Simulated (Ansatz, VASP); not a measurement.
# SiO2: VASP beside Ansatz

```xyz
9
Lattice="4.8582 0.0000 0.0000 -2.4291 4.2073 0.0000 0.0000 0.0000 5.4806" Properties=species:S:1:pos:R:3 pbc="T T T"
Si   -1.2145    2.1036    1.8269
Si    1.2145    2.1036    3.6537
Si    2.4291    0.0000    0.0000
O     0.9736    3.3670    4.5671
O     2.4291    2.5266    2.7403
O     3.4027    0.8403    0.9134
O     1.4555    0.8403    4.5671
O     0.0000    1.6807    2.7403
O    -0.9736    3.3670    0.9134
```

Alike in both runs: functional LDA; k mesh 6 × 6 × 4; occupations gaussian, width 0.02 eV; no spin polarisation.

Ansatz relaxed the structure, and its values are those at the end. VASP's run is a single point on that final structure, the one shown.

|  | VASP | Ansatz |
| --- | --- | --- |
| version | VASP 6.6.1 | Ansatz 0.2.0 |
| potentials or method | VASP PAW LDA potentials, release 64 (Si, O) | scalar-relativistic, plane waves, PAW |
| plane-wave cutoff (eV) | 520 | 420 |
| valence electrons in the cell | 48 | 48 |

|  | VASP | Ansatz | Ansatz less VASP |
| --- | --- | --- | --- |
| gap on the k mesh at the Fermi level (eV) | 5.64 | 5.65 | +0.008 |
| least direct gap on the mesh (eV) | 5.73 | 5.73 | +0.005 |
| pressure (GPa) | 12.8 | 12.0 | -0.76 |
| rms of the force components (eV/Å) | 0.004 | 0.000 | -0.0037 |

A k mesh can miss the band edges.
